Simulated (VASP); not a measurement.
# Sc, self-consistent run: which settings are enough?

Sc, I4/mmm (no. 139), 1 atom in the cell. R2SCAN; PAW potentials Sc_sv (PBE set). VASP 6.6.1.

Wanted: energy within 0.2 meV/atom; Fermi level within 0.005 eV.

What the run is for: comparing ways to start; Accuracy asked: tight.

POSCAR:
```
Sc
1.0
   -1.9172054859      1.9172054859      1.7176030000
    1.9172054859     -1.9172054859      1.7176030000
    1.9172054859      1.9172054859     -1.7176030000
Sc
1
Direct
    0.0000000000      0.0000000000      0.0000000000
```

## How the run starts (with a second run first, the time holds both)

| How the run starts (with a second run first, the time holds both) | Energy less reference (meV/atom) | Fermi level (eV) | Time (s) |
|---|---|---|---|
| from scratch: 18 SCF iterations | 0.00 | 3.7097 | 57 |
| PBE orbitals (WAVECAR): 10 + 9 SCF iterations | 0.00 | 3.7096 | 39 |
| PBE density (CHGCAR): 10 + 18 SCF iterations | 0.00 | 3.7096 | 69 |
| loose PBE orbitals: 10 + 9 SCF iterations | 0.00 | 3.7096 | 46 |

Chosen: PBE orbitals (WAVECAR): 10 + 9 SCF iterations, the fastest of those that stay within the tolerance.

## All choices together

| Input | Energy less reference (meV/atom) | Fermi level (eV) | Time (s) |
|---|---|---|---|
| chosen settings | 0.00 | 3.7096 | 39 |
| reference settings throughout | 0.00 | 3.7097 | 57 |

The tolerance is met.

## The input

INCAR.step1:
```
SYSTEM = Sc
ALGO = Normal ; EDIFF = 1E-5
ENCUT = 440 ; GGA = PE
GGA_COMPAT = .False. ; ISIF = 2
ISMEAR = 1 ; LASPH = .True.
LCHARG = .True. ; LREAL = .False.
LWAVE = .True. ; NELM = 120
PREC = Accurate ; SIGMA = 0.1
```

INCAR.step2:
```
SYSTEM = Sc
ALGO = Normal ; EDIFF = 1E-6
ENCUT = 440 ; GGA_COMPAT = .False.
ISIF = 2 ; ISMEAR = 1
ISTART = 1 ; LASPH = .True.
LCHARG = .False. ; LMIXTAU = .True.
LREAL = .False. ; LWAVE = .False.
METAGGA = R2SCAN ; NELM = 120
PREC = Accurate ; SIGMA = 0.1
```

KPOINTS:
```
k-points
0
Gamma
  13 13 13
```

Commands (each step's output is kept before the next begins):
```
cat potpaw_PBE.64/Sc_sv/POTCAR > POTCAR
cp INCAR.step1 INCAR
mpirun -np 1 vasp_std > vasp.out
cp INCAR.step2 INCAR
mpirun -np 1 vasp_std > vasp.out
```

The chosen input took VASP 6.6.1 39 s on 1 core (Intel Xeon 6975P-C (Granite Rapids)), a shared host.
